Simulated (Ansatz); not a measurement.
An Ansatz input:

```yaml
crystal:
  lattice:
    - [-1.1607114371, 1.1607114371, 1.1607114371]
    - [1.1607114371, -1.1607114371, 1.1607114371]
    - [1.1607114371, 1.1607114371, -1.1607114371]
  atoms:
    - { symbol: B, position: [0.0, 0.0, 0.0] }
hamiltonian:
  xc: rpbe
  pseudopotentials:
    kind: paw
    azcp:
      B: "pseudopotentials/B.paw.azcp"
basis:
  ecutwfc: 420
  fft_grid_basis: typed
kpoints:
  mp_grid: { grid: [31, 31, 31], shift: [0, 0, 0] }
magnetization:
  spin_polarized: false
scf:
  occupations: { method: fermi_dirac, width: 0.1 }
output:
  write_density: true
  write_potential: true
  elf: true
  volumetric_format: npy
```

and its output:

```
Engine: ansatz 0.2.0, aarch64-unknown-linux-gnu
Pseudopotentials: kind: paw
Pseudopotential: B, paw, valence charge 3, recommended cutoff 420 eV (normal) 
Functional definition: RPBE
  parameter kappa = 0.804
  parameter beta = 0.06672455060314922
  exchange = rpbe_x(kappa = kappa, mu = beta*pi^2/3)
  correlation = pbe_c(beta = beta)
Crystal: 1 atoms, lattice volume = 6.255 Å³
Basis set: ecut = 420 eV, 135 PW (Γ)
Bands: 6, of which v1, the nominal top of the filled ones, is band 2 counted from 1 (1 counted from 0)
Symmetry: 48 space group operations
Space group: Im-3m (ITA 229), of the structure as read, at distance tolerance 1.8e-5 Å
k-points: 816 of 29791
Non-local potential: B, projectors of the file, l = 0: 2, l = 1: 2, l = 2: 1
PAW form: soft (Blöchl's): semilocal exchange-correlation on the pseudo side does not see the compensation charge
PAW frozen core: B, regenerated for the run's functional, and the local potential with it (the file was generated under x = pbe(κ = 0.804, μ = 0.2195149727645171), c = pbe(β = 0.06672455060314922))
PAW one-centre angular grid: B, 110 points (default); XC on 64 Gauss nodes
Initial density: superposition of atomic densities (neutral atoms: chi_scale 0, normalization atom), corrected by the library's trained network
Initial wavefunctions: pseudopotential atomic-orbital guess
Functional: x = rpbe, c = pbe(β = 0.06672455060314922)
SCF iter   1: F=—  HF=-155.315775 eV  |F-HF|=—  |Δ(HF+E_count)|=         —  Δρ=6.31e-3  dr2=1.45e-3  ethr=1.77e-3  ⟨swp⟩=4.4  Hψ=36239  notcnv=0
SCF iter   2: F=—  HF=-155.315334 eV  |F-HF|=—  |Δ(HF+E_count)|=   4.41e-4  Δρ=2.95e-3  dr2=3.15e-4  ethr=4.84e-5  ⟨swp⟩=1.0  Hψ=11424  notcnv=0
SCF iter   3: F=—  HF=-155.315234 eV  |F-HF|=—  |Δ(HF+E_count)|=   9.99e-5  Δρ=9.24e-5  dr2=2.89e-7  ethr=1.05e-5  ⟨swp⟩=1.7  Hψ=5418  notcnv=0
SCF iter   4: F=—  HF=-155.315234 eV  |F-HF|=—  |Δ(HF+E_count)|=   1.59e-7  Δρ=1.48e-5  dr2=4.10e-9  ethr=9.64e-9  ⟨swp⟩=2.0  Hψ=5771  notcnv=0
iter 5 did not close the SCF: its close was put off for the readings that it lacked (scf_convergence_deferred on its scf_iter line)
SCF iter   5: F=-155.315234 eV  HF=-155.315234 eV  |F-HF|=7.90e-12  |Δ(HF+E_count)|=   3.59e-9  Δρ=5.39e-7  dr2=3.31e-12  ethr=1.37e-10  ⟨swp⟩=1.1  Hψ=4756  notcnv=0
SCF iter   6: F=-155.315234 eV  HF=-155.315234 eV  |F-HF|=5.68e-14  |Δ(HF+E_count)|=  1.05e-11  Δρ=6.13e-8  dr2=8.01e-14  ethr=1.00e-12  ⟨swp⟩=1.7  Hψ=14889  notcnv=0
SCF 1 converged in 6 iterations: F = -155.315234 eV  dr2 = 8.01e-14
SCF converged after 6 iterations
Free energy (F): -155.315234 eV
Harris-Foulkes:  -155.315234 eV  (|F-HF|=5.68e-14)
Internal energy: -155.307447 eV  (E = F + TS)
E sigma→0 (E₀):  -155.311341 eV
Entropy (-TS):   -0.007787 eV (-7.787 meV/atom)
Fermi energy:    13.544265 eV
--- Per-component energies (eV) ---
  E_band       = 17.709229
  E_kinetic    = 46.847695
  E_local      = -0.764390  (includes V_loc(G=0)·N_el)
  E_nonlocal   = 11.418995
  E_hartree    = 0.210832
  E_xc         = -32.016635
  E_vxc        = -38.050866  (∫ρ·V_xc dr)
  E_paw        = -79.410616  (= ΣΔE_a)
  E_vpaw       = -2.163866  (= ΣTr[D̂ρ^β])
  E_aug_tail   = -0.000002  (compensation charges beyond the density's cutoff)
  E_ewald      = -101.582751
  E_core_change = -0.010575  (= ΣΔE_core)
  E_smearing   = -0.007787  (= −TS)
  E_closure    = 0.000000  (closes the sum)
  Σ components = -155.315234   (vs F -155.315234, Δ=0.00e0)
--- Band table (eV; the first three rows and the last of 816) ---
  k-point 0: bands = ["-4.9512", "29.0035", "29.0035", "29.0035", "46.8419", "46.8419"]
  k-point 1: bands = ["-4.9043", "28.8485", "28.8843", "28.9747", "46.3521", "46.4197"]
  k-point 2: bands = ["-4.7636", "28.3801", "28.5458", "28.8891", "45.0875", "45.2683"]
  k-point 815: bands = ["13.7778", "14.0129", "14.0129", "23.6775", "23.8757", "24.6032"]
```
